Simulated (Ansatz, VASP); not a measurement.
# Au: VASP beside Ansatz

```
Au
1.0
     0.00000    1.88186    1.96368
     1.88186    0.00000    1.96368
     1.88186    1.88186    0.00000
Au
1
Direct
  0.00000 0.00000 0.00000
```

Change from the starting cell: strain -0.080 along x and y, -0.040 along z, atoms carried along.

Alike in both runs: task single point; functional PBEsol; k mesh 20 × 20 × 20; occupations gaussian, width 0.15 eV; no spin polarisation.

|  | VASP | Ansatz |
| --- | --- | --- |
| version | VASP 6.6.1 | Ansatz 0.2.0 |
| potentials or method | VASP PAW PBE potentials, release 64 (Au) | scalar-relativistic, plane waves, PAW |
| plane-wave cutoff (eV) | 520 | 420 |
| valence electrons in the cell | 11 | 19 |

```tsv
	VASP	Ansatz	Ansatz less VASP
gap on the k mesh at the Fermi level (eV)	none	none	-
pressure (GPa)	62.2	62.5	+0.33
largest component of the traceless stress (GPa)	2.15	2.15	-0.001
```

A gap of «none» marks a metal or a gap that the smearing closes. The two sets of potentials don't hold the same shells in valence.

Caveats: the cell as given lies far from equilibrium; so large a pressure means that the cell lies far from this level's equilibrium, or that cutoff or potentials fall short (VASP); the potentials were made for another functional, which shifts forces and pressure (VASP). Spin-orbit coupling is left out, which matters for the levels of Au.
